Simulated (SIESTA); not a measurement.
Crystal: BaTiO3.

```
Ba Ti O
1.0
     4.00600    0.00000    0.00000
     0.00000    4.00600    0.00000
     0.00000    0.00000    4.00600
Ba Ti O
1 1 3
Cartesian
  2.0030 2.0030 2.0030
  0.0000 0.0000 0.0000
  0.0000 0.0000 2.0030
  0.0000 2.0030 0.0000
  2.0030 0.0000 0.0000
```

Base run:

- Program: SIESTA 5.4.2
- Functional: BLYP
- Potentials or basis: PseudoDojo 0.4 standard (PBE files)
- Basis: DZP (energy shift 0.003 Ry; two zetas on semicore shells; d shell added on Ba)
- Grid cutoff: 800 Ry
- Energy shift: 0.003 Ry
- k mesh: 7 × 7 × 7
- Occupations: fermi-dirac, width 0.05 eV
- Spin: no spin polarisation

Its results: band gap on the k mesh 1.79 eV, indirect (least direct gap 1.85 eV); pressure 9.9 GPa.

Q: The run is repeated on the same cell with these changes: functional from BLYP to vdW-DF-cx. What comes out?

A: Band gap on the k mesh 1.75 eV, indirect (least direct gap 1.81 eV); pressure -1.1 GPa.

Caveats: this set's barium file shifts pressures by up to 1 GPa against other sets; the potentials were made for another functional, which shifts forces and pressure; spin-orbit coupling is left out, which moves the levels of the heavy elements; the basis of atomic orbitals isn't converged, which shifts pressures, moduli and gaps.

A k mesh can miss the band edges.
